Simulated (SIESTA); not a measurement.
# BaTiO3 in SIESTA: the effect of functional

Crystal: BaTiO3.

```
Ba Ti O
1.0
     4.00600    0.00000    0.00000
     0.00000    4.00600    0.00000
     0.00000    0.00000    4.00600
Ba Ti O
1 1 3
Cartesian
  2.0030 2.0030 2.0030
  0.0000 0.0000 0.0000
  0.0000 0.0000 2.0030
  0.0000 2.0030 0.0000
  2.0030 0.0000 0.0000
```

Alike in all runs:

- Program: SIESTA 5.4.2
- Task: band structure
- Basis: DZP (energy shift 0.003 Ry; two zetas on semicore shells; d shell added on Ba)
- Grid cutoff: 800 Ry
- Energy shift: 0.003 Ry
- k mesh: 7 × 7 × 7
- Occupations: fermi-dirac, width 0.05 eV
- Spin: no spin polarisation

**Question.** One run gave: gap on the mesh 1.74 eV; pressure 3.8 GPa. Which functional did it use?
A. PBE
B. AM05
C. BLYP
D. PBEsol
E. LDA

**Answer.** A.

| functional | potentials or basis | gap on the mesh (eV) | pressure (GPa) |
| --- | --- | --- | --- |
| LDA | PseudoDojo 0.4 standard (LDA files) | 1.68 | -7.1 |
| PBEsol | PseudoDojo 0.4 standard (PBEsol files) | 1.71 | -2.4 |
| AM05 | PseudoDojo 0.4 standard (PBEsol files) | 1.71 | -1.7 |
| BLYP | PseudoDojo 0.4 standard (PBE files) | 1.79 | 9.9 |
| vdW-DF-cx | PseudoDojo 0.4 standard (PBE files) | 1.75 | -1.1 |
| PBE | PseudoDojo 0.4 standard (PBE files) | 1.74 | 3.8 |

Caveats: this set's barium file shifts pressures by up to 1 GPa against other sets; spin-orbit coupling is left out, which moves the levels of the heavy elements; the basis of atomic orbitals isn't converged, which shifts pressures, moduli and gaps; the potentials were made for another functional, which shifts forces and pressure (some runs).

A k mesh can miss the band edges.

Not every run made on this cell is shown here.
